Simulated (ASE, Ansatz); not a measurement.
# Energy and forces of twisted h-SiC/h-AlN monolayer on bilayer, 52.66° (366 atoms)

What does DFT give for twisted h-SiC/h-AlN monolayer on bilayer, 52.66° (366 atoms) as built?

Calculated with Ansatz 0.2.0; Kohn-Sham DFT, PBEsol, PAW (set soft_2), localised support functions (medium).

**1. The structure**

The cell holds 366 atoms: 122 Si, 122 C, 61 Al and 61 N. Its edges and angles: a = 24.329 Å, b = 24.329 Å, c = 18.580 Å, α = 90.0°, β = 90.0°, γ = 120.0°. It derives from SiC and AlN. h-SiC (a = 3.1 Å) under h-AlN (a = 3.13 Å), monolayer on bilayer, commensurate cell of 61 unit cells a layer, twist 52.66 deg, both strained to the mean lattice constant; facing planes 3.19, 3.39 Å apart; 12 Å of vacuum; layers as built, displaced by a Gaussian of 0.01 Å. Regions: layer 1, 122 atoms (61 Si and 61 C); layer 2, 122 atoms (61 Si and 61 C); layer 3, 122 atoms (61 Al and 61 N). Vacuum lies along c.

Before any run, some limits are plain. The functional has no dispersion term, which matters for the binding between molecules or layers. Beside vacuum, support functions can miss their usual error bounds without a warning. Only the Γ point is sampled, in a cell whose shortest periodic width is 21 Å.

**2. Support functions medium**

The electrons are solved once, with the atoms held.

File input.yaml:

```yaml
crystal:
  lattice:
    - [24.3289, 0.0, 0.0]
    - [-12.16445, 21.06945, 0.0]
    - [0.0, 0.0, 18.58]
  atoms:
    - { symbol: Si, position: [0.0879, 0.86351, 0.32384] }
    - { symbol: C, position: [0.09246, 0.79219, 0.32337] }
    - { symbol: Si, position: [0.15332, 0.01125, 0.32338] }
    - { symbol: C, position: [0.15886, 0.93966, 0.32316] }
    - { symbol: Si, position: [0.10392, 0.65032, 0.32304] }
    - { symbol: C, position: [0.10925, 0.57901, 0.32249] }
    - { symbol: Si, position: [0.16916, 0.79759, 0.32355] }
    - { symbol: C, position: [0.17408, 0.72727, 0.32172] }
    - { symbol: Si, position: [0.23569, 0.94598, 0.3224] }
    - { symbol: C, position: [0.24088, 0.87487, 0.3227] }
    - { symbol: Si, position: [0.12098, 0.43753, 0.3229] }
    - { symbol: C, position: [0.12522, 0.36599, 0.32347] }
    - { symbol: Si, position: [0.18606, 0.58459, 0.32223] }
    - { symbol: C, position: [0.19241, 0.51434, 0.32327] }
    - { symbol: Si, position: [0.25158, 0.73147, 0.32385] }
    - { symbol: C, position: [0.25656, 0.66105, 0.3234] }
    - { symbol: Si, position: [0.31675, 0.87974, 0.32184] }
    - { symbol: C, position: [0.32237, 0.80898, 0.32336] }
    - { symbol: Si, position: [0.38274, 0.02772, 0.32214] }
    - { symbol: C, position: [0.38815, 0.95647, 0.32204] }
    - { symbol: Si, position: [0.07084, 0.07701, 0.32217] }
    - { symbol: C, position: [0.07648, 0.00544, 0.32387] }
    - { symbol: Si, position: [0.13631, 0.22319, 0.32302] }
    - { symbol: C, position: [0.14163, 0.15298, 0.32353] }
    - { symbol: Si, position: [0.20193, 0.37122, 0.32266] }
    - { symbol: C, position: [0.20722, 0.30031, 0.3224] }
    - { symbol: Si, position: [0.26839, 0.51953, 0.32354] }
    - { symbol: C, position: [0.27353, 0.44829, 0.32245] }
    - { symbol: Si, position: [0.3331, 0.66625, 0.3222] }
    - { symbol: C, position: [0.33818, 0.59578, 0.32322] }
    - { symbol: Si, position: [0.39878, 0.81467, 0.32271] }
    - { symbol: C, position: [0.40441, 0.74312, 0.32374] }
    [... 328 atom lines left out ...]
    - { symbol: Al, position: [0.05509, 0.76487, 0.67691] }
    - { symbol: "N", position: [0.06068, 0.8414, 0.67748] }
    - { symbol: Al, position: [0.97296, 0.61775, 0.67818] }
    - { symbol: "N", position: [0.97784, 0.69436, 0.67713] }
    - { symbol: Al, position: [0.98875, 0.84624, 0.67596] }
    - { symbol: "N", position: [0.99507, 0.92302, 0.67746] }
kpoints:
  mp_grid: { grid: [1, 1, 1] }
hamiltonian:
  xc: pbesol
scf:
  occupations: { method: gaussian, width: 0.025 }
  eigensolver: { kind: { support_functions: { accuracy: medium } } }
  mixing: { beta: 0.2 }
  max_iter: 150
output:
  forces: true
  eigenvalues: true
```

Command:

```sh
> ansatz run input.yaml --threads 8 --pin off --max-ram 15872MiB --backend cpu --events-out ev --progress --plain --runs-dir out
```

Numbers of over 12 decimals in the logs are rounded to 6 here.

The log of the run:

```text
Warning: scf.eigensolver.kind.support_functions: disabling space-group detection — the functions' gradient is summed over unrotated k-points, so no spatial operation reduces the k-mesh or symmetrises the density; time reversal is kept, so that k and −k are solved as one point where they differ and the mesh holds both, and exact exchange and, on two spinor components, a DFT+U term hold to it where the run has them: [...]
settings of this run that can trade accuracy for cost: scf.eigensolver.kind.support_functions [...]
Engine: ansatz 0.2.0, aarch64-unknown-linux-gnu
Pseudopotentials: kind: paw
Pseudopotential: Si, paw, valence charge 4, recommended cutoff 420 eV (normal), Si.paw.azcp
Pseudopotential: C, paw, valence charge 4, recommended cutoff 420 eV (normal), C.paw.azcp
Pseudopotential: Al, paw, valence charge 3, recommended cutoff 420 eV (normal), Al.paw.azcp
Pseudopotential: N, paw, valence charge 5, recommended cutoff 420 eV (normal), N.paw.azcp
[... 3 lines on functional and potentials left out ...]
Crystal: 366 atoms, lattice volume = 9524.044 Å³
Basis set: ecut = 420 eV, 186069 PW (Γ), exchange–correlation on 360×360×250 points (8 copies of the dense FFT grid, shifted against one another)
Bands: 879, of which v1, the nominal top of the filled ones, is band 732 counted from 1 (731 counted from 0)
Symmetry: 1 space group operations
k-points: 1
[... 13 lines on functional and potentials left out ...]
Initial wavefunctions: pseudopotential atomic-orbital guess
Eigensolver: Support functions (medium, 120×120×90 points, laid for a spacing of at most 0.212739 Å, radius 3.880527 Å, 226 sites without an atom, 2 species' potentials softened for the grid, 4 wholly corrected for its errors in the mean over positions, 4 with the egg-box correction, energy correction by stochastic trace)
Functional: x = pbesol(κ = 0.804, μ = 0.123457), c = pbesol(β = 0.046)
SCF iter   1: F=—  HF=-161327.642867 eV  |F-HF|=—  |Δ(HF+E_count)|=         —  Δρ=1.09e-1  dr2=1.55e3  ethr=1.00e-1
preconditioner: auto → Resta (q_TF=auto, 1.997 Å⁻¹)  ε∞=7.5  [insulator: Δε(μ)=3.816 eV  Ē_g=11.416 eV  σ=0.025 eV  W_gap=1.00  n_scr=1288 (ndim 8)  ℏωp=14.6 eV  f_vac=0.400  D(μ)=0.00/eV (n_scr^D=0)  ε∞_Penn≈2.6  vacuum switching on, ρ_ref=2.4e-3 e/Å³]
SCF iter   2: F=—  HF=-161255.919454 eV  |F-HF|=—  |Δ(HF+E_count)|=    7.17e1  Δρ=7.45e-2  dr2=7.75e2  ethr=1.00e-1
SCF iter   3: F=—  HF=-161139.410321 eV  |F-HF|=—  |Δ(HF+E_count)|=    1.17e2  Δρ=5.04e-2  dr2=3.66e2  ethr=5.30e-2  κ⁻¹=1.0e0(r=1)
SCF iter   4: F=—  HF=-161040.764680 eV  |F-HF|=—  |Δ(HF+E_count)|=    9.86e1  Δρ=2.19e-2  dr2=4.32e1  ethr=2.50e-2  κ⁻¹=5.0e-4(r=2)
SCF iter   5: F=—  HF=-161033.682686 eV  |F-HF|=—  |Δ(HF+E_count)|=    7.08e0  Δρ=1.28e-2  dr2=1.48e1  ethr=2.95e-3  κ⁻¹=1.1e-4(r=3)
SCF iter   6: F=—  HF=-161030.924245 eV  |F-HF|=—  |Δ(HF+E_count)|=    2.76e0  Δρ=4.39e-3  dr2=2.95e0  ethr=1.01e-3  κ⁻¹=2.5e-5(r=4)
SCF iter   7: F=—  HF=-161031.085778 eV  |F-HF|=—  |Δ(HF+E_count)|=   1.62e-1  Δρ=3.62e-3  dr2=1.84e0  ethr=2.02e-4  κ⁻¹=2.0e-5(r=5)
SCF iter   8: F=—  HF=-161031.482787 eV  |F-HF|=—  |Δ(HF+E_count)|=   3.97e-1  Δρ=2.18e-3  dr2=8.23e-1  ethr=1.26e-4  κ⁻¹=1.4e-6(r=6)
SCF iter   9: F=—  HF=-161031.608325 eV  |F-HF|=—  |Δ(HF+E_count)|=   1.26e-1  Δρ=1.89e-3  dr2=3.94e-1  ethr=5.62e-5  κ⁻¹=1.2e-6(r=7)
SCF iter  10: F=—  HF=-161031.814946 eV  |F-HF|=—  |Δ(HF+E_count)|=   2.07e-1  Δρ=1.01e-3  dr2=1.02e-1  ethr=2.69e-5  κ⁻¹=5.7e-7(r=7)
SCF iter  11: F=—  HF=-161031.821130 eV  |F-HF|=—  |Δ(HF+E_count)|=   6.18e-3  Δρ=7.10e-4  dr2=4.58e-2  ethr=6.94e-6  κ⁻¹=4.1e-6(r=7)
SCF iter  12: F=—  HF=-161031.857922 eV  |F-HF|=—  |Δ(HF+E_count)|=   3.68e-2  Δρ=2.47e-4  dr2=8.06e-3  ethr=3.13e-6  κ⁻¹=7.7e-6(r=7)
SCF iter  13: F=—  HF=-161031.862224 eV  |F-HF|=—  |Δ(HF+E_count)|=   4.30e-3  Δρ=1.20e-4  dr2=1.66e-3  ethr=5.50e-7  κ⁻¹=2.3e-5(r=7)
SCF iter  14: F=—  HF=-161031.865998 eV  |F-HF|=—  |Δ(HF+E_count)|=   3.77e-3  Δρ=9.60e-5  dr2=9.38e-4  ethr=1.13e-7  κ⁻¹=9.3e-6(r=7)
SCF iter  15: F=—  HF=-161031.868691 eV  |F-HF|=—  |Δ(HF+E_count)|=   2.69e-3  Δρ=4.99e-5  dr2=2.89e-4  ethr=6.40e-8  κ⁻¹=2.2e-5(r=7)
SCF iter  16: F=—  HF=-161031.870790 eV  |F-HF|=—  |Δ(HF+E_count)|=   2.10e-3  Δρ=3.60e-5  dr2=1.94e-4  ethr=1.97e-8  κ⁻¹=1.7e-5(r=7)
SCF iter  17: F=—  HF=-161031.872569 eV  |F-HF|=—  |Δ(HF+E_count)|=   1.78e-3  Δρ=1.31e-5  dr2=3.40e-5  ethr=1.33e-8  κ⁻¹=4.7e-6(r=7)
SCF iter  18: F=—  HF=-161031.874119 eV  |F-HF|=—  |Δ(HF+E_count)|=   1.55e-3  Δρ=1.22e-5  dr2=2.86e-5  ethr=2.32e-9  κ⁻¹=1.3e-5(r=7)
SCF iter  19: F=-161031.874114 eV  HF=-161031.874115 eV  |F-HF|=8.41e-7  |Δ(HF+E_count)|=   4.85e-6  Δρ=4.57e-6  dr2=2.72e-6  ethr=1.96e-9
SCF 1 converged in 19 iterations: F = -161031.906357 eV  dr2 = 2.72e-6
  greatest PAW one-centre occupation: 0.790 electrons in one spin orbital (limit 2), on the N atom at site 327 (counted from 0), in its partial waves of l = 0
SCF converged after 19 iterations
Stability not checked: this state was not tested for a lower state beside it, because the mixer in use, unlike msr1, does not test its closes by its own steps (another_mixer; see scf.mixing.algorithm and scf.lower_state_search)
Free energy (F): -161031.906357 eV
Harris-Foulkes:  -161031.906358 eV  (|F-HF|=8.41e-7)
Internal energy: -161031.906357 eV  (E = F + TS)
E sigma→0 (E₀):  -161031.906357 eV
Fermi energy:    1.569146 eV
--- Per-component energies (eV) ---
  E_band       = -7326.789248
  E_kinetic    = 25436.520584
  E_local      = -321211.467696  (includes V_loc(G=0)·N_el)
  E_nonlocal   = 9857.481974
  E_softening  = 0.048665  (part of E_nonlocal)
  E_grid_corr  = -0.012352  (part of E_nonlocal)
  E_hartree    = 150249.679388
  E_xc         = -18531.170180
  E_vxc        = -19364.905219  (∫ρ·V_xc dr)
  E_paw        = -107743.973333  (= ΣΔE_a)
  E_vpaw       = -2544.012742  (= ΣTr[D̂ρ^β])
  E_aug_tail   = 0.007343  (compensation charges beyond the density's cutoff)
  E_ewald      = 100901.741635
  E_core_change = 9.306171  (= ΣΔE_core)
  E_smearing   = -0.000000  (= −TS)
  E_closure    = 0.000000  (closes the sum)
  E_support_correction = -0.032243  (second-order, or where that is not computed along the SCF)
  E_support_correction_error = 3.6e-4  (of E_support_correction; not in F)
  Σ components = -161031.906357   (vs F -161031.906357, Δ=0.00e0)
--- Forces (eV/Å), atoms counted from 1 ---
  atom   1  Si    -0.30975794    -0.05915115     0.02777181
  atom   2  C      0.18561551    -0.13992997    -0.07335348
  atom   3  Si    -0.11654855    -0.49769565     0.02589831
  atom   4  C     -0.16209970     0.37542374    -0.09464572
  atom   5  Si    -0.20196848    -0.05172705    -0.00021179
  atom   6  C      0.09503264     0.17109260    -0.12776907
  atom   7  Si    -0.20753000     0.64854009    -0.00579631
  atom   8  C      1.03130547    -0.48172801     0.00751637
  atom   9  Si    -0.21965483    -0.46575446     0.10904522
  atom  10  C     -0.24310246    -0.34834655    -0.13201718
  atom  11  Si    -0.22033412     0.12077459     0.09997789
  atom  12  C      0.32260173     0.09535097    -0.15368069
  atom  13  Si    -0.26383537    -0.02006340     0.16503542
  atom  14  C     -0.28195147    -0.35898746    -0.16213326
[...]
atom 365  Al     0.09886535     0.11687995     0.03173059
  atom 366  N     -0.50322669     0.04477698     0.09178584
  max |Σ_I F_I| component: 1.80e-2 eV/Å
--- Band table (eV) ---
  k-point 0: bands = ["-13.6026", "-13.4546", "-13.3710", "-13.3591", [... 731 levels ...], "2.5189", "2.5318", "2.5502", "2.5702", "2.5751", "2.5785", "2.5897", "2.6034", "2.6060", "2.6141", "2.6228", "2.6371"]
settings of this run that can trade accuracy for cost: scf.eigensolver.kind.support_functions [...]
```

Elapsed: 7.4 min, on 8 threads of Arm Neoverse V1, shared host; peak memory 12 GiB.

The program notes that the band table was not solved further than the SCF left it and it switched symmetry off.

The run gave:

| Item | Value |
| --- | --- |
| free energy | -161031.9064 eV |
| free energy per atom | -439.9779 eV/atom |
| SCF cycles | 19 |
| r.m.s. force component | 0.3265 eV/Å |
| longest force | 1.345 eV/Å |
| Fermi energy | 1.569 eV |
| gap (highest filled to lowest empty level) | 1.819 eV |

Length of the force by element:

| element | coordination | atoms | mean length of the force (eV/Å) | spread | least | most |
| --- | --- | --- | --- | --- | --- | --- |
| Al | all | 61 | 0.540 | 0.247 | 0.0627 | 1.16 |
| C | all | 122 | 0.518 | 0.212 | 0.102 | 1.14 |
| N | all | 61 | 0.533 | 0.249 | 0.145 | 1.34 |
| Si | all | 122 | 0.489 | 0.238 | 0.0238 | 1.15 |

By region:

| region | atoms | mean length of the force (eV/Å) |
| --- | --- | --- |
| layer 1 | 122 | 0.492 |
| layer 2 | 122 | 0.515 |
| layer 3 | 122 | 0.537 |

The levels nearest the highest filled one (over half full), pooled over k-points and spins:

| level less the highest filled one (eV) | occupation |
| --- | --- |
| -0.131 | 2 |
| -0.123 | 2 |
| -0.115 | 2 |
| -0.102 | 2 |
| -0.0229 | 2 |
| 0 | 2 |
| 1.82 | 0 |
| 1.84 | 0 |
| 1.85 | 0 |
| 1.86 | 0 |
| 1.87 | 0 |
| 1.89 | 0 |

**3. Distances and neighbours**

Bonds and neighbours are counted at the geometry of the runs.

Normalised to the volume that the atoms fill. Pair distribution functions g(r), in bins of 0.2 Å:

| r (Å) | total | C-C | C-Si | C-Al | C-N | Si-Si | Si-Al |
| --- | --- | --- | --- | --- | --- | --- | --- |
| 1.70 | 2.55 | 0.00 | 7.50 | 0.00 | 0.00 | 0.00 | 0.00 |
| 1.90 | 1.92 | 0.00 | 5.90 | 0.00 | 0.00 | 0.00 | 0.00 |
| 2.10 | 0.00 | 0.00 | 0.00 | 0.00 | 0.00 | 0.00 | 0.00 |
| 2.30 | 0.00 | 0.00 | 0.00 | 0.00 | 0.00 | 0.00 | 0.00 |
| 2.50 | 0.00 | 0.00 | 0.00 | 0.00 | 0.00 | 0.00 | 0.00 |
| 2.70 | 0.00 | 0.00 | 0.00 | 0.00 | 0.00 | 0.00 | 0.00 |
| 2.90 | 0.00 | 0.00 | 0.00 | 0.00 | 0.00 | 0.00 | 0.00 |
| 3.10 | 3.08 | 8.93 | 0.49 | 0.00 | 0.00 | 8.90 | 0.00 |
| 3.30 | 0.07 | 0.00 | 0.22 | 0.02 | 0.06 | 0.00 | 0.02 |
| 3.50 | 0.95 | 0.00 | 2.09 | 0.62 | 0.56 | 0.00 | 0.64 |
| 3.70 | 1.76 | 3.22 | 2.87 | 0.62 | 0.62 | 3.22 | 0.59 |
| 3.90 | 0.25 | 0.00 | 0.00 | 0.51 | 0.53 | 0.00 | 0.53 |
| 4.10 | 0.24 | 0.00 | 0.00 | 0.55 | 0.54 | 0.00 | 0.55 |
| 4.30 | 0.21 | 0.00 | 0.00 | 0.48 | 0.50 | 0.00 | 0.49 |
| 4.50 | 0.70 | 0.00 | 2.17 | 0.54 | 0.52 | 0.00 | 0.51 |
| 4.70 | 1.67 | 0.60 | 4.10 | 0.46 | 0.42 | 0.54 | 0.47 |
| 4.90 | 0.62 | 1.27 | 0.65 | 0.38 | 0.42 | 1.33 | 0.38 |
| 5.10 | 0.19 | 0.00 | 0.00 | 0.40 | 0.42 | 0.00 | 0.42 |
| 5.30 | 0.81 | 1.79 | 0.00 | 0.41 | 0.41 | 1.90 | 0.42 |
| 5.50 | 0.55 | 1.18 | 0.00 | 0.44 | 0.44 | 1.07 | 0.44 |
| 5.70 | 1.04 | 2.64 | 1.32 | 0.34 | 0.35 | 2.64 | 0.34 |
| 5.90 | 0.16 | 0.00 | 0.00 | 0.36 | 0.34 | 0.00 | 0.34 |
| 6.10 | 0.18 | 0.06 | 0.00 | 0.36 | 0.39 | 0.03 | 0.39 |
| 6.30 | 1.13 | 2.17 | 1.10 | 0.36 | 0.34 | 2.20 | 0.35 |
| 6.50 | 0.85 | 0.00 | 2.06 | 0.34 | 0.36 | 0.00 | 0.36 |
| 6.70 | 0.29 | 0.00 | 0.00 | 0.68 | 0.64 | 0.00 | 0.65 |
| 6.90 | 0.37 | 0.00 | 0.46 | 0.63 | 0.63 | 0.00 | 0.60 |
| 7.10 | 0.56 | 0.05 | 1.03 | 0.55 | 0.60 | 0.02 | 0.60 |

Bonds by pair of elements; cutoffs follow the first minimum of g(r), held within bounds set by covalent radii, and pairs that aren't listed don't count as bonded (cutoffs were set anew for this text, so counts can differ from the run's own analysis):

| pair A-B | cutoff (Å) | bonds | mean length (Å) | spread (Å) | shortest (Å) | B about A | A about B |
| --- | --- | --- | --- | --- | --- | --- | --- |
| C-Si | 2.23 | 366 | 1.80 | 0.013 | 1.76 | 3 | 3 |
| Al-N | 2.23 | 183 | 1.80 | 0.015 | 1.76 | 3 | 3 |

How many atoms have how many bonded neighbours:

| element | mean | 3 |
| --- | --- | --- |
| Al | 3 | 61 |
| C | 3 | 122 |
| N | 3 | 61 |
| Si | 3 | 122 |

Bond angles, per cent of each kind in bins of 5°:

| angle (°) | Si-C-Si | C-Si-C | N-Al-N | Al-N-Al |
| --- | --- | --- | --- | --- |
| 115–120 | 51.6 | 51.1 | 47.5 | 47.5 |
| 120–125 | 48.4 | 48.9 | 52.5 | 52.5 |

Bond angles (no mean is given where the spread exceeds 20°):

| angle | count | mean (°) | spread (°) |
| --- | --- | --- | --- |
| Si-C-Si | 366 | 120 | 0.7 |
| C-Si-C | 366 | 120 | 0.7 |
| N-Al-N | 183 | 120 | 0.8 |
| Al-N-Al | 183 | 120 | 0.8 |

Counting bonds as in the table, all Al atoms have 3, all C atoms have 3, all N atoms have 3 and all Si atoms have 3 bonded neighbours. The Si-C-Si angle averages 120° with a spread of 0.7°.

Local excerpt of 10 atoms (numbers count through the whole input) about N248, which bears the longest force; x, y, z are measured from there.

| atom | x | y | z | distance (Å) | bonds | Fx | Fy | Fz (eV/Å) |
| --- | --- | --- | --- | --- | --- | --- | --- | --- |
| N248 | 0.00 | 0.00 | 0.00 | 0.00 | 3 | -0.88 | 1.02 | 0.09 |
| Al247 | 0.77 | -1.58 | 0.00 | 1.76 | 3 | 0.49 | -0.84 | -0.20 |
| Al357 | 0.99 | 1.52 | -0.01 | 1.82 | 3 | -0.18 | -0.33 | -0.13 |
| Al255 | -1.83 | 0.14 | -0.01 | 1.84 | 3 | 0.89 | -0.67 | -0.30 |
| N350 | 2.58 | -1.71 | 0.00 | 3.10 | 3 | -0.43 | 0.16 | 0.13 |
| N348 | 2.78 | 1.40 | -0.02 | 3.12 | 3 | -0.04 | 0.02 | 0.20 |
| N250 | -0.22 | -3.11 | -0.02 | 3.12 | 3 | 0.51 | 0.67 | 0.15 |
| N256 | -2.60 | 1.73 | -0.01 | 3.12 | 3 | -0.25 | 0.52 | 0.15 |
| N358 | 0.19 | 3.12 | 0.00 | 3.13 | 3 | -0.33 | 0.38 | 0.08 |
| N258 | -2.80 | -1.39 | -0.01 | 3.13 | 3 | -0.04 | 0.83 | 0.14 |

The column of bonds counts only the pairs C-Si within 2.23 Å, Al-N within 2.23 Å; other neighbours, such as metal atoms beside each other in a compound, aren't counted, and periodic images can show an atom twice.

**4. What came out**

```json
{
 "free energy per atom": "-439.9779 eV/atom",
 "r.m.s. force component": "0.3265 eV/Å",
 "gap (highest filled to lowest empty level)": "1.819 eV",
 "wall time of the 1 DFT run": "7.4 min"
}
```

The highest filled and lowest empty levels differ by 1.82 eV (at Γ alone); a semilocal functional tends to put such gaps too low. Counting bonds as in the table, all Al atoms have 3, all C atoms have 3, all N atoms have 3 and all Si atoms have 3 bonded neighbours.

What to keep in mind: The geometry was built by rule, was displaced at random and isn't relaxed at this level: its force components are 0.33 eV/Å r.m.s.

[Logs are printed without paths, hosts, clocks, repeated set-up lines and the standing remarks that a program may print on its own settings, such as how far it seeks lower states.]

[Hosts, paths, dates, database ids (printed as entryN), source tags and the programs' standing remarks are cut or masked in the printed files.]
